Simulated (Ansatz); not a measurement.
# Te2Mo: the cost of one run

Computed with Ansatz 0.2.0 (DFT PBE, scalar-relativistic, plane waves, PAW, unless a step's input says otherwise).

## Step 1: The structure to begin with

Symmetry: P-6m2, No. 187, hexagonal system. Conventional cell: a = 3.560 Å, b = 3.560 Å, c = 17.524 Å, α = 90.00°, β = 90.00°, γ = 120.00°. Around Te (site symmetry 3m) lie 3 Mo at 2.73 Å. Mo (site symmetry -6m2) has 6 Te at 2.73 Å in its first shell of neighbours.

Structure file:

```
Te Mo
1.0
     7.12046   12.33301    0.00000
    14.24093    0.00000    0.00000
     1.78012    3.08325  -17.52406
Te Mo
32 16
Direct
  0.89113 0.41667 0.10214
  0.14113 0.41667 0.10214
  0.14113 0.16667 0.10214
  0.39113 0.91667 0.10214
  0.64113 0.91667 0.10214
  0.89113 0.91667 0.10214
  0.14113 0.91667 0.10214
  0.64113 0.66667 0.10214
  0.89113 0.66667 0.10214
  0.14113 0.66667 0.10214
  0.39113 0.41667 0.10214
  0.64113 0.41667 0.10214
  0.39113 0.16667 0.10214
  0.64113 0.16667 0.10214
  0.89113 0.16667 0.10214
  0.39113 0.66667 0.10214
  0.69220 0.41667 0.89786
  0.94220 0.41667 0.89786
  0.94220 0.16667 0.89786
  0.19220 0.91667 0.89786
  0.44220 0.91667 0.89786
  0.69220 0.91667 0.89786
  0.94220 0.91667 0.89786
  0.44220 0.66667 0.89786
  0.69220 0.66667 0.89786
  0.94220 0.66667 0.89786
  0.19220 0.41667 0.89786
  0.44220 0.41667 0.89786
  0.19220 0.16667 0.89786
  0.44220 0.16667 0.89786
  0.69220 0.16667 0.89786
  0.19220 0.66667 0.89786
  0.50000 0.50000 0.00000
  0.75000 0.50000 0.00000
  0.75000 0.25000 0.00000
  0.00000 0.00000 0.00000
  0.25000 0.00000 0.00000
  0.50000 0.00000 0.00000
  0.75000 0.00000 0.00000
  0.25000 0.75000 0.00000
  0.50000 0.75000 0.00000
  0.75000 0.75000 0.00000
  0.00000 0.50000 0.00000
  0.25000 0.50000 0.00000
  0.00000 0.25000 0.00000
  0.25000 0.25000 0.00000
  0.50000 0.25000 0.00000
  0.00000 0.75000 0.00000
```

The runs take a perfect supercell of 48 atoms; the defect goes to fractional position (0.167, 0.167, 0.000).

## Step 2: The perfect supercell

Input file input.yaml:

```yaml
crystal:
  lattice:
    - [7.120464, 12.333008, 0.0]
    - [14.24093, 0.0, 0.0]
    - [1.780116, 3.083252, -17.524058]
  atoms:
    - { symbol: Te, position: [0.891131, 0.416666, 0.102144] }
    - { symbol: Te, position: [0.141131, 0.416666, 0.102144] }
    - { symbol: Te, position: [0.141131, 0.166666, 0.102144] }
    - { symbol: Te, position: [0.391131, 0.916666, 0.102144] }
    - { symbol: Te, position: [0.641131, 0.916666, 0.102144] }
    - { symbol: Te, position: [0.891131, 0.916666, 0.102144] }
    - { symbol: Te, position: [0.141131, 0.916666, 0.102144] }
    - { symbol: Te, position: [0.641131, 0.666666, 0.102144] }
    - { symbol: Te, position: [0.891131, 0.666666, 0.102144] }
    - { symbol: Te, position: [0.141131, 0.666666, 0.102144] }
    - { symbol: Te, position: [0.391131, 0.416666, 0.102144] }
    - { symbol: Te, position: [0.641131, 0.416666, 0.102144] }
    - { symbol: Te, position: [0.391131, 0.166666, 0.102144] }
    - { symbol: Te, position: [0.641131, 0.166666, 0.102144] }
    - { symbol: Te, position: [0.891131, 0.166666, 0.102144] }
    - { symbol: Te, position: [0.391131, 0.666666, 0.102144] }
    - { symbol: Te, position: [0.692203, 0.416666, 0.897856] }
    - { symbol: Te, position: [0.942203, 0.416666, 0.897856] }
    - { symbol: Te, position: [0.942203, 0.166666, 0.897856] }
    - { symbol: Te, position: [0.192203, 0.916666, 0.897856] }
    - { symbol: Te, position: [0.442203, 0.916666, 0.897856] }
    - { symbol: Te, position: [0.692203, 0.916666, 0.897856] }
    - { symbol: Te, position: [0.942203, 0.916666, 0.897856] }
    - { symbol: Te, position: [0.442203, 0.666666, 0.897856] }
    - { symbol: Te, position: [0.692203, 0.666666, 0.897856] }
    - { symbol: Te, position: [0.942203, 0.666666, 0.897856] }
    - { symbol: Te, position: [0.192203, 0.416666, 0.897856] }
    - { symbol: Te, position: [0.442203, 0.416666, 0.897856] }
    - { symbol: Te, position: [0.192203, 0.166666, 0.897856] }
    - { symbol: Te, position: [0.442203, 0.166666, 0.897856] }
    - { symbol: Te, position: [0.692203, 0.166666, 0.897856] }
    - { symbol: Te, position: [0.192203, 0.666666, 0.897856] }
    - { symbol: Mo, position: [0.5, 0.5, 0.0] }
    - { symbol: Mo, position: [0.75, 0.5, 0.0] }
    - { symbol: Mo, position: [0.75, 0.25, 0.0] }
    - { symbol: Mo, position: [0.0, 0.0, 0.0] }
    - { symbol: Mo, position: [0.25, 0.0, 0.0] }
    - { symbol: Mo, position: [0.5, 0.0, 0.0] }
    - { symbol: Mo, position: [0.75, 0.0, 0.0] }
    - { symbol: Mo, position: [0.25, 0.75, 0.0] }
    - { symbol: Mo, position: [0.5, 0.75, 0.0] }
    - { symbol: Mo, position: [0.75, 0.75, 0.0] }
    - { symbol: Mo, position: [0.0, 0.5, 0.0] }
    - { symbol: Mo, position: [0.25, 0.5, 0.0] }
    - { symbol: Mo, position: [0.0, 0.25, 0.0] }
    - { symbol: Mo, position: [0.25, 0.25, 0.0] }
    - { symbol: Mo, position: [0.5, 0.25, 0.0] }
    - { symbol: Mo, position: [0.0, 0.75, 0.0] }
basis:
  ecutwfc: 420
  fft_grid_basis: typed
kpoints:
  mp_grid: { grid: [1, 1, 1] }
hamiltonian:
  xc: pbe
  pseudopotentials: { kind: paw }
scf:
  occupations: { method: gaussian, width: 0.05 }
output:
  forces: true
  stress: false
  eigenvalues: true
  bader: false
  write_density: true
  volumetric_format: npy
```

Run with:

```sh
$ ansatz run input.yaml --threads 8 --pin off --max-ram 16384MiB --backend cpu --events-out ev --progress --plain --runs-dir out
```

Q: Estimate wall time and peak memory on 8 threads of Intel Xeon at 2.50GHz (Skylake/Cascade Lake), shared host.

About 25 s, with a peak of 3.9 GiB.
